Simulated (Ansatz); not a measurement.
Base system: a 16-atom supercell of InN in the wurtzite structure (space group P6_3mc, No. 186; a = 3.5475 Å, c = 5.7226 Å) at its relaxed geometry.

Computed with plane-wave PAW DFT at the r2SCAN level (Ansatz, a quantum-chemistry and plane-wave program, 500 eV), scalar-relativistic without spin-orbit coupling.

Before the change:

| Item | Result |
|---|---|
| Pressure | 0.0 GPa |

Perturbation: a neutral In on a N site (antisite), atoms relaxed at fixed cell, starting from a slightly rattled geometry.

Task: What happens to the largest displacement of a host atom from its site in the perfect cell?

Result: The largest displacement of a host atom from its site in the perfect cell comes out as 0.95 Å.

Task: What happens to the pressure?

Result: The pressure goes from zero to 14.6 GPa.

Task: Predict the new shift of the substituted atom off its lattice site.

Result: The shift of the substituted atom off its lattice site amounts to 0.53 Å.

In so small a cell the defect repeats every few ångströms: this is an ordered compound, not a dilute defect. A case with no gap was solved on a k-mesh chosen for an insulator, which is coarse for it. The final runs are not spin-polarised. The defect cell is not spin-polarised.
